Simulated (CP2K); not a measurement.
Runs of CP2K 2026.2 on K. The structure is cubic, space group Im-3m (No. 229). The conventional cell has a = 5.395 Å, b = 5.395 Å, c = 5.395 Å, α = 90.00°, β = 90.00°, γ = 90.00°. 

```tsv
level	potentials or basis	smearing	EPS_DEFAULT	NGRIDS	basis sets	potentials	points a segment of the path (NPOINTS)	gap on the mesh (eV)	pressure (GPa)
PBEsol	POTENTIAL_UZH K GTH-PBE-q9; TZVP-MOLOPT-PBE-GTH basis	fermi-dirac 0.05 eV	1.0E-9	4	K TZVP-MOLOPT-PBE-GTH-q9	K GTH-PBE-q9 of POTENTIAL_UZH	6	none	-0.3
PBE	POTENTIAL_UZH K GTH-PBE-q9; TZVP-MOLOPT-PBE-GTH basis	fermi-dirac 0.01 eV	1.0E-9	5	K TZVP-MOLOPT-PBE-GTH-q9	K GTH-PBE-q9 of POTENTIAL_UZH	10	none	-0.2
r2SCAN	POTENTIAL_UZH K GTH-SCAN-q9; TZVP-MOLOPT-SCAN-GTH basis	fermi-dirac 0.05 eV	1.0E-10	5	K TZVP-MOLOPT-SCAN-GTH-q9	K GTH-SCAN-q9 of POTENTIAL_UZH	10	none	-0.1
LDA	GTH_POTENTIALS K GTH-PADE-q9; TZVP-MOLOPT-PBE-GTH basis	fermi-dirac 0.1 eV	1.0E-9	5	K TZVP-MOLOPT-PBE-GTH-q9	K GTH-PADE-q9 of GTH_POTENTIALS	10	none	(a)
TB-mBJ	POTENTIAL_UZH K GTH-PBE-q9; TZVP-MOLOPT-PBE-GTH basis	fermi-dirac 0.0259 eV	1.0E-10	5	K TZVP-MOLOPT-PBE-GTH-q9	K GTH-PBE-q9 of POTENTIAL_UZH	6	none	-
```

Alike in all rows: task band structure; no spin polarisation; cell as given; k mesh 7 × 7 × 7.

Estimate the missing entries.

(a) -0.7.

Caveats: the basis of atomic orbitals isn't converged, which shifts pressures, moduli and gaps; the potentials were made for another functional, which shifts forces and pressure (some runs); this is a model potential without an energy functional, so only levels have meaning (some runs).

A gap of «none» marks a metal or a gap under the smearing width.
